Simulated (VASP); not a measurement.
# P (R-3m) in VASP: a series of runs

The runs below take P through relaxation of cell and atoms, vibrations by finite differences, with PBEsol+D3(BJ).

Program: VASP 6.6.1. These are calculated values, not measurements. Logs are shortened: lines on timing, memory, paths and dates and some standing lists are left out, and cuts for length are marked.

**1. The structure**

Symmetry: R-3m, No. 166, trigonal system. Conventional cell: a = 3.451 Å, b = 3.451 Å, c = 9.389 Å, α = 90.00°, β = 90.00°, γ = 120.00°. P (site symmetry 3m) is surrounded by 3 P at 2.29 Å.

This isn't the form of P at room conditions, which is orthorhombic.

**2. Relaxation of cell and atoms, PBEsol+D3(BJ), target pressure 7.4 GPa, at which the enthalpy is minimised**

Input file INCAR:

```
SYSTEM = P
PREC     = Accurate       ! precision mode
ENCUT    = 520            ! plane-wave cutoff, eV
EDIFF    = 1E-7           ! SCF threshold, eV
ISMEAR   = 0              ! smearing method
SIGMA    = 0.02           ! smearing width, eV
LREAL    = .FALSE.        ! projectors in reciprocal space
LASPH    = .TRUE.         ! aspherical terms in the spheres
NELM     = 100            ! most SCF steps
ALGO     = Normal         ! electronic algorithm
ISIF     = 3              ! what is computed and relaxed
LWAVE    = .FALSE.        ! write WAVECAR
LCHARG   = .FALSE.        ! write CHGCAR
GGA      = PS             ! functional
IVDW     = 12             ! dispersion correction
IBRION   = 2              ! ionic algorithm
NSW      = 80             ! ionic steps
EDIFFG   = -0.002         ! ionic threshold
PSTRESS  = 74.0
```

Input file KPOINTS:

```
Automatic mesh
0
G
  6 6 6
  0 0 0
```

Input file POSCAR:

```
P
1.0
    1.7257251800      0.9963479000      3.1296800100
   -1.7257251800      0.9963479000      3.1296800100
    0.0000000000     -1.9926957900      3.1296800100
P
2
Direct
    0.2270802500      0.2270802500      0.2270802500
    0.7729197500      0.7729197500      0.7729197500
```

Potentials or basis: VASP PAW PBE potentials, release 64 (P).

The run is started by

```sh
$ cat potpaw_PBE.64/P/POTCAR > POTCAR
$ mpirun -np 1 vasp_std > vasp.out
```

OUTCAR:

```text
SYSTEM = P
   PREC = Accurate
   ENCUT = 520
   EDIFF = 1E-7
   ISMEAR = 0
   LREAL = .FALSE.
   LASPH = .TRUE.
   NELM = 100
   ISIF = 3
   GGA = PS
   IVDW = 12
   IBRION = 2
   NSW = 80
   EDIFFG = -0.002
   PSTRESS = 74.0
 IVDW          = 12

 ion  position               nearest neighbor table
   1  0.227  0.227  0.227-   2 2.29   2 2.29   2 2.29   2 2.82   2 2.82   2 2.82
   2  0.773  0.773  0.773-   1 2.29   1 2.29   1 2.29   1 2.82   1 2.82   1 2.82

  LATTYP: Found a trigonal (rhomboedric) cell.
 ALAT       =     3.7102201417
 COS(alpha) =     0.5673129373

  Lattice vectors:

 A1 = (   1.7257251800,   0.9963479000,   3.1296800100)
 A2 = (  -1.7257251800,   0.9963479000,   3.1296800100)
 A3 = (   0.0000000000,  -1.9926957900,   3.1296800100)

Analysis of symmetry for initial positions (statically):
=====================================================================
 Subroutine PRICEL returns:
 Original cell was already a primitive cell.

 Routine SETGRP: Setting up the symmetry group for a
 trigonal (rhombohedral) supercell.

 Subroutine GETGRP returns: Found 12 space group operations
 (whereof 12 operations were pure point group operations)
 out of a pool of 12 trial point group operations.

The static configuration has the point symmetry D_3d.

Analysis of symmetry for dynamics (positions and initial velocities):
=====================================================================
 Subroutine PRICEL returns:
 Original cell was already a primitive cell.

 Routine SETGRP: Setting up the symmetry group for a
 trigonal (rhombohedral) supercell.

 Subroutine GETGRP returns: Found 12 space group operations
 (whereof 12 operations were pure point group operations)
 out of a pool of 12 trial point group operations.

The dynamic configuration has the point symmetry D_3d.

 Subroutine INISYM returns: Found 12 space group operations
 (whereof 12 operations are pure point group operations),
 and found     1 'primitive' translations

----------------------------------------------------------------------------------------

                                     Primitive cell

  volume of cell :      32.2875

  direct lattice vectors                    reciprocal lattice vectors
     1.725725180  0.996347900  3.129680010     0.289733270  0.167277582  0.106507161
    -1.725725180  0.996347900  3.129680010    -0.289733270  0.167277582  0.106507161
     0.000000000 -1.992695790  3.129680010     0.000000000 -0.334555163  0.106507162

  length of vectors
     3.710220142  3.710220142  3.710220139     0.351099605  0.351099605  0.351099605

  position of ions in fractional coordinates (direct lattice)
     0.227080250  0.227080250  0.227080250
     0.772919750  0.772919750  0.772919750

  ion indices of the primitive-cell ions
   primitive index   ion index
                 1           1
                 2           2

----------------------------------------------------------------------------------------

 KPOINTS: Automatic mesh

Automatic generation of k-mesh.
 Grid dimensions read from file:
 generate k-points for:    6    6    6

 Generating k-lattice:

  Cartesian coordinates                     Fractional coordinates (reciprocal lattice)
     0.048288878  0.027879597  0.017751194     0.166666667  0.000000000  0.000000000
    -0.048288878  0.027879597  0.017751194     0.000000000  0.166666667  0.000000000
     0.000000000 -0.055759194  0.017751194     0.000000000  0.000000000  0.166666667

  Length of vectors
     0.058516601  0.058516601  0.058516601

  Shift w.r.t. Gamma in fractional coordinates (k-lattice)
     0.000000000  0.000000000  0.000000000

 Subroutine IBZKPT returns following result:
 ===========================================

 Found     32 irreducible k-points:

 Following reciprocal coordinates:
            Coordinates               Weight
  0.000000  0.000000  0.000000      1.000000
  0.166667  0.000000  0.000000      6.000000
  0.333333  0.000000 -0.000000      6.000000
  0.500000  0.000000  0.000000      3.000000
  0.166667  0.166667  0.000000      6.000000
  0.333333  0.166667  0.000000     12.000000
[... 16 lines left out ...]
  0.500000  0.500000  0.166667      6.000000
 -0.333333  0.500000  0.166667     12.000000
 [... further k-points ...]
   k-points           NKPTS =     32   k-points in BZ     NKDIM =     32   number of bands    NBANDS=      9
   number of dos      NEDOS =    301   number of ions     NIONS =      2
   total plane-waves  NPLWV =  21952
   dimension x,y,z NGX =    28 NGY =   28 NGZ =   28
   dimension x,y,z NGXF=    56 NGYF=   56 NGZF=   56
   ions per type =               2
   NGX,Y,Z   is equivalent  to a cutoff of  12.55, 12.55, 12.55 a.u.
   NGXF,Y,Z  is equivalent  to a cutoff of  25.09, 25.09, 25.09 a.u.
 SYSTEM =  P
   PREC   = accura    normal or accurate (medium, high low for compatibility)
   ISTART =      0    job   : 0-new  1-cont  2-samecut
   ICHARG =      2    charge: 1-file 2-atom 10-const
   ISPIN  =      1    spin polarized calculation?
   LNONCOLLINEAR =      F non collinear calculations
   LSORBIT =      F    spin-orbit coupling
   LASPH  =      T    aspherical Exc in radial PAW
   ENCUT  =  520.0 eV  38.22 Ry    6.18 a.u.   6.90  6.90  6.90*2*pi/ulx,y,z
   NELM   =    100;   NELMIN=  2; NELMDL= -5     # of ELM steps
   EDIFF  = 0.1E-06   stopping-criterion for ELM
   LREAL  =      F    real-space projection
   EDIFFG = -.2E-02   stopping-criterion for IOM
   NSW    =     80    number of steps for IOM
   IBRION =      2    ionic relax: 0-MD 1-quasi-New 2-CG
   NFREE  =      1    steps in history (QN), initial steepest desc. (CG)
   ISIF   =      3    stress and relaxation
   ISYM   =      2    0-nonsym 1-usesym 2-fastsym
   POTIM  = 0.5000    time-step for ionic-motion
   TEBEG  =    0.0;   TEEND  =   0.0 temperature during run
   PSTRESS=   74.0 pullay stress
   NELECT =      10.0000    total number of electrons
   NUPDOWN=      -1.0000    fix difference up-down
   EMIN   =  10.00;   EMAX   =-10.00  energy-range for DOS
   EFERMI =   0.00;   METHOD = LEGACY
   ISMEAR =     0;   SIGMA  =   0.02  broadening in eV -4-tet -1-fermi 0-gaus
   EFERMI_NEDOS =   21; number of points for ismear=-14 and -15
   IALGO  =     38    algorithm
   IMIX   =      4    mixing-type and parameters
     AMIX     =   0.40;   BMIX     =  1.00
     AMIX_MAG =   1.60;   BMIX_MAG =  1.00
  volume/ion in A,a.u.               =      16.14       108.94
  Fermi-wavevector in a.u.,A,eV,Ry     =   1.107636  2.093128 16.692396  1.226857
  Thomas-Fermi vector in A             =   2.244152
   LORBIT       =      0    0 simple, 1 ext, 2 COOP (PROOUT), +10 PAW based schemes
   GGA     = PS    functional components
   LHFCALC =     F    Hartree Fock is set to
   AEXX    =    0.0000 exact exchange contribution
   IVDW    =    12    specifies the selected vdW correction
   LEPSILON=     F    determine dielectric tensor
   LRPA    =     F    only Hartree local field effects (RPA)
 conjugate gradient relaxation of ions
 non-spin polarized calculation
 Gauss-broadening in eV      SIGMA  =   0.02
  energy-cutoff  :      520.00
  volume of cell :       32.29
 maximum number of plane-waves:       883
   NGX = 13   NGY = 13   NGZ = 13

--------------------------------------- Ionic step        1  -------------------------------------------

 number of electron      10.0000000 magnetization

 Free energy of the ion-electron system (eV)
  ---------------------------------------------------
  ext. energy  EPLUGINS =         0.00000000
  ---------------------------------------------------
  free energy    TOTEN  =       -11.58533932 eV

  energy without entropy =      -11.58523444  energy(sigma->0) =      -11.58528688

 E-fermi :   8.9797     XC(G=0): -10.8757

 val. band max:        8.9067730100   @ k =   0.5000   0.5000   0.0000
 cond. band min:       8.9797134249   @ k =   0.3333   0.3333   0.3333
 fundamental gap:      0.0729404149
 Fermi energy:         8.9796989983

 k-point     1 :       0.0000    0.0000    0.0000
  band No.  band energies     occupation
      1      -7.6174      2.00000
      2       5.3059      2.00000
      3       5.7510      2.00000
      4       6.0369      2.00000
      5       6.0369      2.00000
      6      10.2417      0.00000
      7      11.5468      0.00000
      8      11.5468      0.00000
      9      14.6713      0.00000
[... 265 lines left out ...]
 k-point    24 :      -0.3333    0.5000    0.1667
  band No.  band energies     occupation
      1      -3.5818      2.00000
      2      -1.5076      2.00000
      3       1.2550      2.00000
      4       2.3091      2.00000
      5       6.2280      2.00000
      6      10.9483      0.00000
      7      11.9700      0.00000
      8      15.7665      0.00000
      9      16.0772      0.00000

 [... further k-points ...]

------------------------ aborting loop because EDIFF is reached ----------------------------------------

 Edisp (eV)   -0.70006

 E8    (eV) :    -0.4152
[... 113 lines left out ...]
  energy  without entropy=      -12.2800811283  energy(sigma->0) =      -12.28008117

  enthalpy is  TOTEN    =       -10.9687778880 eV   P V=        1.3113033173

[... ionic steps 4 to 12 ...]

--------------------------------------- Ionic step       13  -------------------------------------------

 number of electron      10.0000000 magnetization

------------------------ aborting loop because EDIFF is reached ----------------------------------------
[... 79 lines left out ...]
--------------------------------------- Ionic step       15  -------------------------------------------

 number of electron      10.0000000 magnetization

 Free energy of the ion-electron system (eV)
  ---------------------------------------------------
  ext. energy  EPLUGINS =         0.00000000
  ---------------------------------------------------
  free energy    TOTEN  =       -11.47390398 eV

  energy without entropy =      -11.47373753  energy(sigma->0) =      -11.47382075

 E-fermi :  11.1832     XC(G=0): -11.6690

 val. band max:       11.1736519358   @ k =   0.3333   0.3333   0.3333
 cond. band min:      11.2916144497   @ k =   0.3333   0.1667   0.1667
 fundamental gap:      0.1179625139
 Fermi energy:        11.1831906611

 k-point     1 :       0.0000    0.0000    0.0000
  band No.  band energies     occupation
      1      -6.7141      2.00000
      2       8.1305      2.00000
      3       8.3876      2.00000
      4       8.3876      2.00000
      5       9.7393      2.00000
      6      13.5869      0.00000
      7      14.5773      0.00000
      8      14.5773      0.00000
      9      16.6414      0.00000
[... 265 lines left out ...]
 k-point    24 :      -0.3333    0.5000    0.1667
  band No.  band energies     occupation
      1      -1.4927      2.00000
      2       0.5024      2.00000
      3       2.1898      2.00000
      4       3.5937      2.00000
      5       8.6492      2.00000
      6      13.4845      0.00000
      7      14.3685      0.00000
      8      19.1477      0.00000
      9      19.9031      0.00000

 [... further k-points ...]

------------------------ aborting loop because EDIFF is reached ----------------------------------------

 Edisp (eV)   -0.83657

 E8    (eV) :    -0.4964
[... 29 lines left out ...]
  energy  without entropy=      -12.3103100722  energy(sigma->0) =      -12.31039330

  enthalpy is  TOTEN    =       -11.0579688578 eV   P V=        1.2525076603

 reached required accuracy - stopping structural energy minimisation
```

Wall time 80 s (1 thread of AMD EPYC 7R13 (Zen 3), shared host); peak memory 0.13 GiB.

What came out:

| Quantity | Value |
| --- | --- |
| Free energy | -12.3105 eV |
| Relaxed volume | 13.56 Å³/atom |
| Relaxed cell | a = 3.422 Å, b = 3.422 Å, c = 3.422 Å, α = 58.13°, β = 58.13°, γ = 58.13° |
| Space group after relaxing (to 0.05 Å) | R-3m (No. 166) |
| Energy change on relaxing (the enthalpy is what falls) | -12.5 meV/atom |
| Ionic steps | 15 |
| Pressure after relaxing | 7.4 GPa |
| Band gap on the k mesh | none (metal or under the smearing width) |
| Dispersion energy per atom | -0.418 eV |

The path:
```tsv
step	energy change (eV)	largest force (eV/Å)	pressure (GPa)	volume (Å³)
1	0.0000	0.0169	-5.78	32.29
2	0.1489	1.5216	18.53	26.47
3	0.0053	0.8420	6.61	28.39
4	0.0127	0.8966	7.53	28.22
5	-0.0106	0.5052	8.67	27.32
6	0.0146	0.0491	11.38	26.44
7	0.0037	0.1791	10.77	26.64
8	-0.0446	0.2638	3.28	27.77
9	-0.0253	0.0284	7.31	27.13
10	-0.0255	0.0010	7.36	27.13
11	-0.0255	0.0036	7.37	27.13
12	-0.0255	0.0042	7.37	27.13
13	-0.0250	0.0033	7.42	27.12
14	-0.0250	0.0033	7.42	27.12
15	-0.0251	0.0014	7.39	27.12
```

Final structure:
```
CELL_PARAMETERS angstrom
1.66243 0.95980 2.83259
-1.66243 0.95980 2.83259
0.00000 -1.91960 2.83259
ATOMIC_POSITIONS crystal
P 0.23568 0.23568 0.23568
P 0.76432 0.76432 0.76432
```

Caveat: the k mesh is coarse (spacing up to 0.37 Å⁻¹), so the values aren't converged; the cell is relaxed towards a set pressure, so the enthalpy falls and the energy may rise; the volume moved by over 15 % at a fixed basis, so the end points are rough; the PAW data sets were made with another functional, which shifts forces and pressure a little; pairwise dispersion overbinds metals, which lowers pressure and volume.

**3. Relaxation of cell and atoms, PBEsol+D3(BJ), target pressure 7.4 GPa, at which the enthalpy is minimised**

This run uses another cell than the first one, of 13.56 Å³/atom, 0.840 times its volume.

INCAR is that of step 2.

KPOINTS is that of step 2.

Input file POSCAR:

```
P                                       
1.0
    1.6624263885      0.9598023257      2.8325904240
   -1.6624263885      0.9598023257      2.8325904240
   -0.0000000000     -1.9196046408      2.8325904236
  P             
     2
Direct
     0.2356830546134343    0.2356830546134343    0.2356830546136721
     0.7643169453865657    0.7643169453865657    0.7643169453863279
```

Potentials or basis: VASP PAW PBE potentials, release 64 (P).

The run is started by

```sh
$ cat potpaw_PBE.64/P/POTCAR > POTCAR
$ mpirun -np 1 vasp_std > vasp.out
```

It took 13 s on 1 thread of AMD EPYC 7R13 (Zen 3), shared host; peak memory 0.13 GiB.

Results (log left out):

```
Free energy                                            : -12.3091 eV
Relaxed volume                                         : 13.56 Å³/atom
Relaxed cell                                           : a = 3.421 Å, b = 3.421 Å, c = 3.421 Å, α = 58.14°, β = 58.14°, γ = 58.14°
Space group after relaxing (to 0.05 Å)                 : R-3m (No. 166)
Energy change on relaxing (the enthalpy is what falls) : +0.1 meV/atom
Ionic steps                                            : 2
Pressure after relaxing                                : 7.4 GPa
Band gap on the k mesh                                 : none (metal or under the smearing width)
Dispersion energy per atom                             : -0.418 eV
```

Step by step:
```tsv
step	energy change (eV)	largest force (eV/Å)	pressure (GPa)	volume (Å³)
1	0.0000	0.0006	7.38	27.12
2	0.0003	0.0014	7.42	27.11
```

Final structure:
```
P
1.0
     1.66234    0.95975    2.83226
    -1.66234    0.95975    2.83226
     0.00000   -1.91950    2.83226
P
2
Cartesian
  0.0000 0.0000 2.0025
  0.0000 0.0000 6.4943
```

Levels at points of the mesh, in eV from the Fermi level:
```
           k point  band 3  band 4  band 5  band 6  band 7  band 8
(0.00, 0.00, 0.00)   -2.80   -2.80   -1.44    2.40    3.39    3.39
(0.50, 0.00, 0.00)   -3.31   -2.96   -1.31   -0.57    0.70    1.08
(0.50, 0.50, 0.00)   -7.50   -6.21   -6.07   -0.39    7.94    8.54
(0.50, 0.50, 0.50)   -2.64   -2.64   -0.95   -0.95    0.92    2.33
```

Caveat: the k mesh is coarse (spacing up to 0.38 Å⁻¹), so the values aren't converged; the cell is relaxed towards a set pressure, so the enthalpy falls and the energy may rise; the PAW data sets were made with another functional, which shifts forces and pressure a little; pairwise dispersion overbinds metals, which lowers pressure and volume.

**4. Vibrations by finite differences, PBEsol+D3(BJ)**

This run uses another cell than the first one, of 13.56 Å³/atom, 0.840 times its volume.

Input file INCAR:

```
SYSTEM = P
PREC     = Accurate       ! precision mode
ENCUT    = 520            ! plane-wave cutoff, eV
EDIFF    = 1E-8           ! SCF threshold, eV
ISMEAR   = 0              ! smearing method
SIGMA    = 0.02           ! smearing width, eV
LREAL    = .FALSE.        ! projectors in reciprocal space
LASPH    = .TRUE.         ! aspherical terms in the spheres
NELM     = 100            ! most SCF steps
ALGO     = Normal         ! electronic algorithm
ISIF     = 2              ! what is computed and relaxed
LWAVE    = .FALSE.        ! write WAVECAR
LCHARG   = .FALSE.        ! write CHGCAR
GGA      = PS             ! functional
IVDW     = 12             ! dispersion correction
NBANDS   = 12             ! bands
IBRION   = 6              ! ionic algorithm
NFREE    = 2            
POTIM    = 0.015          ! step
NSW      = 1              ! ionic steps
```

KPOINTS is that of step 3.

Input file POSCAR:

```
P                                       
1.0
    1.6623389140      0.9597518223      2.8322617585
   -1.6623389140      0.9597518223      2.8322617585
    0.0000000000     -1.9195036337      2.8322617580
  P             
     2
Direct
     0.2356797216342275    0.2356797216342275    0.2356797216344691
     0.7643202783657724    0.7643202783657724    0.7643202783655308
```

The run is started by

```sh
$ cat potpaw_PBE.64/P/POTCAR > POTCAR
$ mpirun -np 1 vasp_std > vasp.out
```

Run time: 72 s. Hardware: 1 thread of AMD EPYC 7R13 (Zen 3), shared host; peak memory 0.16 GiB.

It converged, with:

```
Highest phonon frequency at Γ : 409 cm⁻¹
Dispersion energy per atom    : -0.418 eV
```

Phonon frequencies in cm⁻¹ (negative: imaginary):
| q point | frequencies |
| --- | --- |
| (0.000, 0.000, 0.000) | 0 0 0 309 309 409 |

Caveat: the k mesh is coarse (spacing up to 0.38 Å⁻¹), so the values aren't converged; the PAW data sets were made with another functional, which shifts forces and pressure a little; pairwise dispersion overbinds metals, which lowers pressure and volume.
